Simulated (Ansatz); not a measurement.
The system is Sn.

```
Sn
1.0
    -2.94014    2.94014    1.59930
     2.94014   -2.94014    1.59930
     2.94014    2.94014   -1.59930
Sn
2
Direct
  0.00000 0.00000 0.00000
  0.75000 0.25000 0.50000
```

```yaml
Program: Ansatz 0.2.0
Task: relaxation of cell and atoms
Functional: PBEsol
Potentials_or_basis: Ansatz PAW
Cutoff: "420 eV (not typed: the program's choice for these potentials)"
k_mesh: 7 × 7 × 7
Occupations: fermi-dirac, width 0.1 eV
Spin: spin-orbit coupling, no magnetisation
```

At the start: volume 27.65 Å³/atom.

Q: How do energy, volume and symmetry change on relaxing?

A: It ends after 5 steps and the volume is 26.81 Å³/atom (-3.0 %); space group I4_1/amd (No. 141, to 0.05 Å).

The path:
```csv
step,energy change (eV),largest force (eV/Å),volume (Å³)
1,0.0000,0.0000,55.30
2,-0.0083,0.0000,52.97
3,-0.0096,0.0000,53.66
4,-0.0096,0.0000,53.63
5,-0.0093,0.0000,53.63
```

Final structure:
```yaml
crystal:
  lattice:
    - [-2.90285, 2.90285, 1.59105]
    - [2.90285, -2.90285, 1.59105]
    - [2.90285, 2.90285, -1.59105]
  atoms:
    - { symbol: Sn, position: [0.00000, 0.00000, 0.00000] }
    - { symbol: Sn, position: [0.75000, 0.25000, 0.50000] }
```

Caveat: the plane-wave basis is chosen anew once the cell has moved, so the energies of steps on either side of that aren't comparable; the PAW data sets come from PBE, with cores solved anew for the run's functional, which leaves a small shift of forces and pressure.
